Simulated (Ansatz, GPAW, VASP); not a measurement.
K: programs and potentials compared

```
K
1.0
    -2.69756    2.69756    2.69756
     2.69756   -2.69756    2.69756
     2.69756    2.69756   -2.69756
K
1
Direct
  0.00000 0.00000 0.00000
```

Alike in all runs: task single point; functional RPBE; k mesh 7 × 7 × 7; occupations gaussian, width 0.05 eV; no spin polarisation; no spin-orbit coupling. Pressure is positive in compression and, in plane waves, holds the error of the finite cutoff.

| program and potentials | plane-wave cutoff (eV) | notes | pressure (GPa) |
| --- | --- | --- | --- |
| Ansatz, all-electron LAPW, scalar-relativistic | - | - | 0.07 |
| VASP, PBE PAW files K_sv, release 54, 520 eV | 520 | potentials made for PBE | 0.06 |
| GPAW, the program's PAW data sets (release 1.2.1) made for this functional | 600 | - | 0.06 |

The pressure spans 0.06 (GPAW, the program's PAW data sets (release 1.2.1) made for this functional) to 0.07 GPa (Ansatz, all-electron LAPW, scalar-relativistic), with all-electron results at 0.07.

The functional is the same throughout but for its coding, so the spread measures potentials, basis and numerics; runs on potential files found faulty are left out.
